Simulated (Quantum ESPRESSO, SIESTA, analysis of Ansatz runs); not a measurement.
# B_i (4-fold void) in BAs (F-43m): levels and formation energies (SIESTA)

Question: at which Fermi levels does B_i (4-fold void) in BAs (F-43m) change its charge? Model: a cell of 54 host atoms with 1 B put in.

Calculated with SIESTA 5.4.2; SIESTA numerical-orbital DFT, PBEsol, DZP basis, PseudoDojo 0.4.1 potentials converted to PSML; charged supercells in a uniform background, point-charge correction with alignment at far sites.

The experiments to compare with:

“Basic Physical Properties of Cubic Boron Arsenide” (2019, arxiv:1911.11281) reports for BAs, zinc blende, by UV-visible absorption (single crystal grown by chemical vapor transport, 300 K): band gap (indirect optical gap from absorption edge) 1.82 eV [room-temperature optical absorption edge, not a zero-temperature fundamental gap].

## 1. Set-up

The cell holds 55 atoms: 28 B and 27 As. Cell: a = 10.225 Å, b = 10.225 Å, c = 10.225 Å, α = 59.9°, β = 59.9°, γ = 59.9°. It derives from BAs (space group F-43m). Nearest the centre at fractional (0.917, 0.250, 0.250): B55 at 0.00 Å, B7 at 2.09 Å, B3 at 2.09 Å, B45 at 2.09 Å, B9 at 2.09 Å, As8 at 2.41 Å, As4 at 2.41 Å, As46 at 2.41 Å.

Structure file:

```xyz
55
Lattice="0.0066 7.2299 7.2299 7.2299 0.0066 7.2299 7.2299 7.2299 0.0066" Properties=species:S:1:pos:R:3 pbc="T T T"
B     0.0003    0.0003    0.0003
As    1.2053    1.2053    1.2053
B     2.4102    2.4102    0.0025
As    3.6153    3.6153    1.2075
B     4.8202    4.8202    0.0047
As    6.0253    6.0253    1.2098
B     2.4102    0.0025    2.4102
As    3.6153    1.2075    3.6153
B     4.8202    2.4124    2.4124
As    6.0253    3.6175    3.6175
B     7.2301    4.8224    2.4146
As    8.4352    6.0275    3.6197
B     4.8202    0.0047    4.8202
As    6.0253    1.2098    6.0253
B     7.2301    2.4146    4.8224
As    8.4352    3.6197    6.0275
B     9.6401    4.8246    4.8246
As   10.8452    6.0297    6.0297
B     0.0025    2.4102    2.4102
As    1.2075    3.6153    3.6153
B     2.4124    4.8202    2.4124
As    3.6175    6.0253    3.6175
B     4.8224    7.2301    2.4146
As    6.0275    8.4352    3.6197
B     2.4124    2.4124    4.8202
As    3.6175    3.6175    6.0253
B     4.8224    4.8224    4.8224
As    6.0275    6.0275    6.0275
B     7.2324    7.2324    4.8246
As    8.4374    8.4374    6.0297
B     4.8224    2.4146    7.2301
As    6.0275    3.6197    8.4352
B     7.2324    4.8246    7.2324
As    8.4374    6.0297    8.4374
B     9.6423    7.2346    7.2346
As   10.8474    8.4396    8.4396
B     0.0047    4.8202    4.8202
As    1.2098    6.0253    6.0253
B     2.4146    7.2301    4.8224
As    3.6197    8.4352    6.0275
B     4.8246    9.6401    4.8246
As    6.0297   10.8452    6.0297
B     2.4146    4.8224    7.2301
As    3.6197    6.0275    8.4352
B     4.8246    7.2324    7.2324
As    6.0297    8.4374    8.4374
B     7.2346    9.6423    7.2346
As    8.4396   10.8474    8.4396
B     4.8246    4.8246    9.6401
As    6.0297    6.0297   10.8452
B     7.2346    7.2346    9.6423
As    8.4396    8.4396   10.8474
B     9.6445    9.6445    9.6445
As   10.8496   10.8496   10.8496
B     3.6210    8.4365    8.4365
```

Known beforehand: the electronic dielectric constant, 10.03, and the static one, 10.13, from a response run on this crystal (DFPT, PBEsol, Quantum ESPRESSO) at that run's own cell.

The cell's shortest repeat is 10.2 Å.

The primitive cell was relaxed at this level beforehand, to 27.96 Å³.

The defect-free supercell was relaxed beforehand, from displaced atoms: they ended at most 0.01 Å from the sites they started about, so the symmetric structure holds.

## 2. Band edges

Levels are counted from the valence top, which comes from the unit cell, dense mesh; the energy of the host comes from the defect-free supercell at the defects' own k-points, so that the host's part of the sampling error cancels.

Input file host.fdf:

```
SystemName                      BAs
SystemLabel                     host
NumberOfSpecies                 2
NumberOfAtoms                   2
%block ChemicalSpeciesLabel
  1    5 B
  2   33 As
%endblock ChemicalSpeciesLabel
LatticeConstant                 1.0 Ang
%block LatticeVectors
     0.002214000     2.409960000     2.409960000
     2.409960000     0.002214000     2.409960000
     2.409960000     2.409960000     0.002214000
%endblock LatticeVectors
AtomicCoordinatesFormat         Fractional
%block AtomicCoordinatesAndAtomicSpecies
     0.000053296     0.000053296     0.000053296  1
     0.249958214     0.249958214     0.249958214  2
%endblock AtomicCoordinatesAndAtomicSpecies
%block kgrid.MonkhorstPack
   12   0   0  0.00
    0  12   0  0.00
    0   0  12  0.00
%endblock kgrid.MonkhorstPack
XC.Functional                   GGA
XC.Authors                      PBEsol
PAO.BasisSize                   DZP
PAO.EnergyShift                 0.005 Ry
Mesh.Cutoff                     300 Ry
OccupationFunction              FD
ElectronicTemperature           0.01 eV
MaxSCFIterations                150
SCF.MustConverge                true
SCF.Mixer.Method                Pulay
SCF.Mixer.Weight                0.2
SCF.Mixer.History               10
SCF.DM.Tolerance                1.0e-4
SCF.H.Tolerance                 1.0e-3 eV
WriteForces                     true
Charge.Mulliken                 end
```

The run is started by

```bash
$ OMP_NUM_THREADS=1 siesta host.fdf > host.out
```

The log of the run:

```text
Version         : 5.4.2

                           ***********************
                           *  WELCOME TO SIESTA  *
                           ***********************

[...]
reinit: Reading from file host.fdf

reinit: -----------------------------------------------------------------------
reinit: System Name: BAs
reinit: -----------------------------------------------------------------------
reinit: System Label: host
reinit: -----------------------------------------------------------------------

initatom: Reading input for the pseudopotentials and atomic orbitals ----------
Species number:   1 Atomic number:    5 Label: B
Species number:   2 Atomic number:   33 Label: As

[... pseudopotential checks and orbital generation ...]

prinput: Basis input

PAO.BasisType split

%block ChemicalSpeciesLabel
    1    5 B                       # Species index, atomic number, species label
    2   33 As                      # Species index, atomic number, species label
%endblock ChemicalSpeciesLabel

%block PAO.Basis                 # Define Basis set
# WARNING: This information might be incomplete!
[...]
(Free)E + p*V (eV/cell)    -2961.6884
Target enthalpy (eV/cell)    -2961.6968
[...]
siesta: Final energy (eV):
siesta:  Band Struct. =    -498.104108
siesta:       Kinetic =    2124.318956
siesta:       Hartree =     836.011663
siesta:         Exch. =    -632.961554
siesta:         Corr. =     -39.936062
siesta:   Exch.-corr. =    -672.897616
siesta:  Ion-electron =   -3820.507212
siesta:       Ion-ion =   -1428.622641
siesta:         Total =   -2961.696850
siesta:         Fermi =      -3.681151
[...]
siesta: Stress tensor (static) (eV/Ang**3):
siesta:    -0.000302   -0.000300   -0.000300
siesta:    -0.000300   -0.000302   -0.000300
siesta:    -0.000300   -0.000300   -0.000302
[...]
siesta: Cell volume =         27.955072 Ang**3
[...]
siesta: Pressure (static):
siesta:                Solid            Molecule  Units
siesta:           0.00000329          0.00000303  Ry/Bohr**3
siesta:           0.00030185          0.00027823  eV/Ang**3
siesta:           0.48361507          0.44576887  kBar
[...]
mulliken: Qtot =       18.000

Mulliken Atomic Populations:
Atom #   charge [q] valence [e]  Species
     1    -0.238153    3.238153  B
     2     0.238153   14.761847  As
 Total     0.000000

Job completed
```

Wall time 38 s (1 MPI rank of Intel Xeon Platinum 8375C at 2.90GHz (Ice Lake), shared host); peak memory 0.2 GiB.

The gap at this level is 1.38 eV.

Test of the sampling: at one point at (¼, ¼, ¼) the host's energy lies 151 meV an atom above its value on the primitive cell's dense mesh, too far, so all defect runs take a 2×2×2 mesh.

(Part 1 of 3 ends here.)

[Logs are printed without paths, hosts, clocks, repeated set-up lines and the standing remarks that a program may print on its own settings, such as how far it seeks lower states.]

[Hosts, paths, dates, database ids (printed as entryN), source tags and the programs' standing remarks are cut or masked in the printed files.]

[For some hosts the program warned that the k-mesh of the response run may be too coarse for force constants and the static dielectric constant; such warnings are not shown here.]

[Charge tables in the logs are Mulliken or Hirshfeld populations, whose sizes and signs can differ; where basis functions stand at a vacancy, SIESTA counts their charge against the missing atom's valence.]

[In relaxation paths of CP2K, step 0 can be the structure after the first move, since the trajectory file begins there, and the last row can be the final structure solved once more.]
